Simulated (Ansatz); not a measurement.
Crystal: CuO.

```xyz
4
Lattice="2.3446 -1.7134 0.0000 2.3446 1.7134 0.0000 -0.8605 0.0000 5.0594" Properties=species:S:1:pos:R:3 pbc="T T T"
Cu    1.1723    0.8457    0.0000
Cu    0.7420   -0.8457    2.5297
O     2.0724   -0.2841    1.2836
O     1.6421    0.2841    3.8133
```

Program: Ansatz 0.2.0. Alike in all runs: no spin polarisation; cell as given; k mesh 10 × 10 × 5; smearing fermi-dirac 0.05 eV.

Q: Order these runs on this cell by their pressure, lowest first.
A. level r2SCAN+U; potentials or basis Ansatz PAW; U Cu d U = 4.5 eV; cutoff (eV) 500; points for each segment of the path 14; hubbard projectors ortho-atomic (the default); double counting fll (the default)
B. level PBEsol; potentials or basis Ansatz PAW; cutoff (eV) 420
C. level PBE; potentials or basis PseudoDojo standard (PBE files); cutoff (eV) 1252; points for each segment of the path 14
D. level BLYP; potentials or basis Ansatz PAW; cutoff (eV) 420; points for each segment of the path 14
E. level LDA; potentials or basis Ansatz PAW; cutoff (eV) 420; points for each segment of the path 14

A: E (-9.6 GPa), B (-2.7 GPa), A (0.6 GPa), C (5.5 GPa), D (12.4 GPa).

Caveats: the run has no spin polarisation, though such a crystal can be magnetic; the PAW data sets come from PBE, with cores solved anew for the run's functional, which leaves a small shift of forces and pressure (some runs); U without spin polarisation on a metal has little footing (some runs).
